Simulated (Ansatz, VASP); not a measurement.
# ZnSe (Stilleite) in VASP and in Ansatz

The input INCAR:

```
SYSTEM = ZnSe
PREC = Accurate
ENCUT = 520
EDIFF = 1E-7
ISMEAR = 0
SIGMA = 0.023
LREAL = .FALSE.
LASPH = .TRUE.
NELM = 80
ALGO = Normal
ISIF = 2
LWAVE = .FALSE.
LCHARG = .TRUE.
GGA = PE
LELF = .TRUE.
LVHAR = .TRUE.
NBANDS = 16
```

KPOINTS

```
Automatic mesh
0
G
  8 8 8
  0 0 0
```

The input POSCAR:

```
ZnSe
1.0
    0.0000000000      2.8338000000      2.8338000000
    2.8338000000      0.0000000000      2.8338000000
    2.8338000000      2.8338000000      0.0000000000
Se Zn
1 1
Direct
    0.7500000000      0.7500000000      0.7500000000
    0.0000000000      0.0000000000      0.0000000000
```

Contents of input.yaml:

```yaml
crystal:
  lattice:
    - [0.0, 2.8338, 2.8338]
    - [2.8338, 0.0, 2.8338]
    - [2.8338, 2.8338, 0.0]
  atoms:
    - { symbol: Se, position: [0.75, 0.75, 0.75] }
    - { symbol: Zn, position: [0.0, 0.0, 0.0] }
kpoints:
  mp_grid: { grid: [8, 8, 8] }
scf:
  occupations: { method: gaussian, width: 0.023 }
hamiltonian:
  xc: pbe
  pseudopotentials: { kind: all_electron, lapw: { basis_error: 0.001 } }
output:
  forces: true
  stress: true
  eigenvalues: true
```

Alike in both runs: task single point; functional PBE; k mesh 8 × 8 × 8; occupations gaussian, width 0.023 eV; no spin polarisation.

```csv
,VASP,Ansatz
version,VASP 6.6.1,Ansatz 0.2.0
potentials or method,"VASP PAW PBE potentials, release 64 (Se, Zn)","all-electron LAPW, scalar-relativistic"
plane-wave cutoff (eV),520,see its input
```

VASP gave:

* gap on the k mesh at the Fermi level (eV): 1.29
* least direct gap on the mesh (eV): 1.29
* pressure (GPa): 2.3

Question: Estimate Ansatz's values.

Answer: gap on the k mesh at the Fermi level (eV): 1.29; least direct gap on the mesh (eV): 1.29; pressure (GPa): 2.1.

Ansatz ran all-electron here, so the differences hold the error of VASP's frozen core and of both bases.

Expect the measured gap to be larger: semilocal functionals such as PBE lack the derivative discontinuity.
